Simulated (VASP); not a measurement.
A run of VASP 6.6.1:

INCAR

```
PREC = Accurate ; ENCUT = 520
EDIFF = 1E-7 ; ISMEAR = 0
SIGMA = 0.02 ; LREAL = F
LASPH = T ; NELM = 100
ALGO = Normal ; ISIF = 3
LWAVE = F ; LCHARG = F
GGA = CA ; IBRION = 2
NSW = 80 ; EDIFFG = -0.002
PSTRESS = 1040.0 ; KPAR = 4
```

The input KPOINTS:

```
Automatic mesh
0
Gamma
  12 12 12
```

File POSCAR:

```
MgO2
1.0
   -1.9997000000      1.9997000000      2.3729000000
    1.9997000000     -1.9997000000      2.3729000000
    1.9997000000      1.9997000000     -2.3729000000
Mg O
2 4
Direct
    0.2500000000      0.2500000000      0.0000000000
    0.7500000000      0.7500000000      0.0000000000
    0.1151000000      0.6151000000      0.7302000000
    0.6151000000      0.8849000000      0.5000000000
    0.8849000000      0.3849000000      0.2698000000
    0.3849000000      0.1151000000      0.5000000000
```

Potentials or basis: VASP PAW LDA potentials, release 64 (Mg, O).

Command:

```bash
$ cat potpaw_LDA.64/Mg/POTCAR potpaw_LDA.64/O/POTCAR > POTCAR
$ mpirun -np 4 vasp_std > vasp.out
```

Hardware: 4 MPI ranks on Intel(R) Xeon(R) Platinum 8488C (Sapphire Rapids), on a shared host.

**Question.** Estimate the wall time of this run.

**Answer.** Run time: 2.1 min on 4 MPI ranks on Intel(R) Xeon(R) Platinum 8488C (Sapphire Rapids), on a shared host, peak memory 0.21 GiB a rank. Counts: scf iterations 92, k points 163, ion steps 14.
